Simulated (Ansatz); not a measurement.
The system is Pd.

```
Pd
1.0
     0.00000    1.94650    1.94650
     1.94650    0.00000    1.94650
     1.94650    1.94650    0.00000
Pd
1
Direct
  0.00000 0.00000 0.00000
```

- Program: Ansatz 0.2.0
- Task: relaxation of cell and atoms
- Functional: RPBE
- Potentials or basis: Ansatz PAW
- Cutoff: 420 eV (not typed: the program's choice for these potentials)
- k mesh: 12 × 12 × 12
- Occupations: fermi-dirac, width 0.05 eV
- Spin: no spin polarisation

At the start: volume 14.75 Å³/atom.

**Question.** Where does the relaxation end?

**Answer.** It ends after 6 steps and the volume is 15.76 Å³/atom (+6.8 %); space group Fm-3m (No. 225, to 0.05 Å).

Step by step:
```
step  energy change (eV)  largest force (eV/Å)  volume (Å³)
   1              0.0000                0.0000        14.75
   2             -0.0241                0.0000        16.34
   3             -0.0335                0.0000        15.84
   4             -0.0337                0.0000        15.75
   5             -0.0337                0.0000        15.76
   6             -0.0341                0.0000        15.76
```

Final structure:
```xyz
1
Lattice="0.0000 1.9898 1.9898 1.9898 0.0000 1.9898 1.9898 1.9898 0.0000" Properties=species:S:1:pos:R:3 pbc="T T T"
Pd    0.0000    0.0000    0.0000
```

Caveat: the plane-wave basis is chosen anew once the cell has moved, so the energies of steps on either side of that aren't comparable; the PAW data sets come from PBE, with cores solved anew for the run's functional, which leaves a small shift of forces and pressure.
